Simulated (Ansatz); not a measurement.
Chalcopyrite CuInS2, treated with r²SCAN in Ansatz (plane waves, PAW).

Numerical settings: plane-wave cutoff 560 eV, 10×10×10 k mesh, Fermi–Dirac smearing 0.01 eV, no spin polarisation, scalar-relativistic PAW data made under PBE.

Response to compression and expansion (c/a stays at 2.018):

Shape and atoms are relaxed at each volume.

```csv
V (Å³/atom),P (GPa),direct gap at Γ (eV)
20.363,3.31,0.488
20.787,1.56,0.422
21.212,0.00,0.358
21.636,-1.39,0.298
22.060,-2.62,0.241
```

A straight line through the gaps at Γ against ln V gives a volume deformation potential dE_g(Γ)/d ln V of -3.1 eV: the gap at Γ widens under compression.

Measured, for comparison: band gap 1.55 eV (temperature not stated, not corrected to a static lattice, direct or pseudo-direct at Γ; as tabulated in Ghosh et al. (2024), arXiv:2401.16805).

Note: the bulk modulus comes from volumes at which shape and atoms were relaxed.

Spin–orbit coupling is not included.

Ansatz is a quantum-chemistry and plane-wave program.
